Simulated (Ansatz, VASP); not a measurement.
**Ru in VASP and in Ansatz**

```
Ru
1.0
     2.67894    0.00000    0.00000
     1.33947    2.32003    0.00000
     0.00000    0.00000   38.81000
Ru
11
Direct
  0.00000 0.00000 0.22123
  0.33333 0.33333 0.27541
  0.00000 0.00000 0.33143
  0.33333 0.33333 0.38784
  0.00000 0.00000 0.44397
  0.33333 0.33333 0.50000
  0.00000 0.00000 0.55603
  0.33333 0.33333 0.61216
  0.00000 0.00000 0.66857
  0.33333 0.33333 0.72459
  0.00000 0.00000 0.77877
```

Alike in both runs: functional RPBE; k mesh 16 × 16 × 1; occupations gaussian, width 0.1 eV; no spin polarisation.

Ansatz relaxed the structure, and its values are those at the end. VASP's run is a single point on that final structure, the one shown.

```csv
,VASP,Ansatz
version,VASP 6.6.1,Ansatz 0.2.0
potentials or method,"VASP PAW PBE potentials, release 64 (Ru_pv)","scalar-relativistic, plane waves, PAW"
plane-wave cutoff (eV),520,420
valence electrons in the cell,154,176
```

Ansatz gave:

```
rms of the force components (eV/Å) : 0.001
```

Task: Estimate VASP's values.

Result: rms of the force components (eV/Å): 0.003.

The two sets of potentials don't hold the same shells in valence.

Caveats: the PAW data sets were made with another functional, which shifts forces and pressure a little (VASP).
